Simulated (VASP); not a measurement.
## VASP inputs for SiC (rocksalt)

INCAR

```
LASPH = .TRUE.
ENCUT = 520
PREC = Accurate
ISIF = 2
SIGMA = 0.02
NBANDS = 11
IBRION = -1
NSW = 0
ISMEAR = -1
NELM = 120
GGA = CA
EDIFF = 1E-7
LWAVE = .FALSE.
LCHARG = .FALSE.
LREAL = .FALSE.
```

KPOINTS

```
KPOINTS created by Atomic Simulation Environment
0
Gamma
10 10 10
0 0 0
```

KPOINTS_OPT

```
special points
7
Reciprocal
0.0000000000 0.0000000000 0.0000000000 1
0.5000000000 0.0000000000 0.5000000000 1
0.5000000000 0.2500000000 0.7500000000 1
0.3750000000 0.3750000000 0.7500000000 1
0.5000000000 0.5000000000 0.5000000000 1
0.6250000000 0.2500000000 0.6250000000 1
0.0000000000 0.1000000000 -0.1000000000 1
```

POSCAR

```
Si C
 1.0000000000000000
    -0.0000000000000000    2.0138689652489350    2.0138689652489350
     2.0138689652489350    0.0000000000000000    2.0138689652489350
     2.0138689652489350    2.0138689652489350   -0.0000000000000000
 Si  C
   1   1
Cartesian
  0.0000000000000000  0.0000000000000000  0.0000000000000000
  2.0138689652489346  2.0138689652489346  2.0138689652489346
```

VASP ran with the recommended LDA PAW datasets (8 valence electrons in the cell).

Task: What does this run give?

Result: gap between bands v and c -0.92 eV (bands overlap: a metal); least direct gap 3.51 eV; pressure -3.6 GPa.

Band v is the last that the valence electrons fill when counted band by band, and c is the next. Levels in eV from the top of v:

```json
{"point": "Γ", "v−1": "-0.08", "v": "-0.08", "c": "7.77", "c+1": "8.85"}
{"point": "X", "v−1": "-4.43", "v": "-4.43", "c": "-0.92", "c+1": "2.37"}
{"point": "W", "v−1": "-8.09", "v": "-7.25", "c": "4.58", "c+1": "7.91"}
{"point": "K", "v−1": "-8.55", "v": "-3.60", "c": "1.14", "c+1": "7.44"}
{"point": "L", "v−1": "-1.16", "v": "-1.16", "c": "5.17", "c+1": "5.17"}
```
